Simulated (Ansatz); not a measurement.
**NbN: constraining the magnetisation**

System: NbN, an experimental structure (space group Fm-3m); the cell holds 2 atoms. Source: COD entry 1539407; the sample's temperature and pressure aren't taken into account, and it need not be the stable phase.

```
Nb N
1.0
     0.00000    2.19100    2.19100
     2.19100    0.00000    2.19100
     2.19100    2.19100    0.00000
Nb N
1 1
Direct
  0.50000 0.50000 0.50000
  0.00000 0.00000 0.00000
```

Numbers behind element symbols give the atom's place in this list.

All numbers below come from Ansatz development build ahead of 0.2.0, DFT, PBE, PAW, plane waves, scalar-relativistic.

* Plane-wave cutoff: 420 eV
* k-point mesh: 7×7×7 (Γ-centred)
* Occupations: Fermi–Dirac smearing, 0.02 eV

Site moments are integrals over atomic spheres and don't add up to the total.

For a metal this mesh leaves errors of several meV/atom.

Each run fixes N↑ − N↓ and starts with that moment spread in parallel over the Nb atoms; no search for lower states follows. Energies are free energies per cell above the lowest run, the runs with a free moment included. Each row is one local solution, which need not be the lowest state at that M. The run at M = 0 starts without moments and gives the spin-unpolarised solution. The cell holds one magnetic atom, so only parallel order fits; orders in a larger cell may lie lower.

The run at M = 0.52 μB took 0.58 s on 2 threads of Arm Neoverse V2 (shared host), peak memory 0.25 GiB.

| fixed M (μB/cell) | F − F(lowest) (meV/cell) | moments of Nb1 (μB) |
| --- | --- | --- |
| 0.00 | 0 | 0.00 |
| 0.13 | 2 | 0.07 |
| 0.26 | ? | ? |
| 0.39 | 64 | 0.20 |
| 0.52 | 123 | 0.26 |
| 0.65 | 186 | 0.31 |
| 0.78 | 256 | 0.37 |
| 0.91 | ? | ? |
| 1.04 | 428 | 0.50 |

Q: Fill in the row for M = 0.26 μB.

A: 18 meV; moments Nb1 0.13 μB.

Q: Fill in the row for M = 0.91 μB.

A: 336 meV; moments Nb1 0.43 μB.

With the constraint released: “usual moment, free total moment [Nb1 1.00 μB]” ends at 0.05 μB, 0 meV; “usual moment scaled by 0.1, free total moment [Nb1 0.10 μB]” ends at 0.05 μB, 0 meV.
